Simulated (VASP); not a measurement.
Write the native input for VASP 6.6.1 that does the following.

- Task: relaxation of cell and atoms
- Functional: vdW-DF-cx
- Potentials or basis: VASP PAW PBE potentials, release 64 (Al, N)
- Cutoff: 600 eV
- k mesh: 7 × 7 × 5
- Occupations: fermi-dirac, width 0.05 eV
- Spin: no spin polarisation
- Further INCAR settings: ALGO = Normal; EDIFF = 1e-07; IBRION = 2; EDIFFG = -0.02; NSW = 40; ISIF = 3

The structure of AlN lies in POSCAR:

```
AlN
1.0
    3.1130000000      0.0000000000      0.0000000000
   -1.5565000000      2.6959370820      0.0000000000
    0.0000000000      0.0000000000      4.9810000000
Al N
2 2
Direct
    0.6666666667      0.3333333333      0.5000000000
    0.3333333333      0.6666666667      0.0000000000
    0.6666666667      0.3333333333      0.8800000000
    0.3333333333      0.6666666667      0.3800000000
```

The input as run:

INCAR

```
AGGAC = 0.0
ALGO = Normal
EDIFF = 1E-7
EDIFFG = -0.02
ENCUT = 600
GGA = CX
IBRION = 2
ISIF = 3
ISMEAR = -1
LASPH = T
LCHARG = F
LREAL = F
LUSE_VDW = T
LWAVE = F
NELM = 100
NSW = 40
PREC = Accurate
SIGMA = 0.05
```

KPOINTS

```
k-points
0
Gamma
  7 7 5
```

Potentials or basis: VASP PAW PBE potentials, release 64 (Al, N).

Command:

```console
$ cat potpaw_PBE.64/Al/POTCAR potpaw_PBE.64/N/POTCAR > POTCAR
$ mpirun -np 1 vasp_std > vasp.out
```

Results of the run:

```yaml
Relaxed_volume: 10.52 Å³/atom
Relaxed_cell: a = 3.117 Å, b = 3.117 Å, c = 5.001 Å, α = 90.00°, β = 90.00°, γ = 120.00°
Space_group_after_relaxing_to_0.05_Å: P6_3mc (No. 186)
Energy_gained_by_relaxing: 0.6 meV/atom
Ionic_steps: 3
Pressure_after_relaxing: 0.0 GPa
Largest_force_after_relaxing: 0.010 eV/Å
Band_gap_on_the_k_mesh: 4.18 eV, direct
```

Caveat: the PAW data sets were made with another functional, which shifts forces and pressure a little.

Wall time 2.3 min on 1 thread of Intel(R) Xeon(R) Platinum 8375C CPU @ 2.90GHz (Ice Lake) (shared host), peak memory 0.38 GiB.
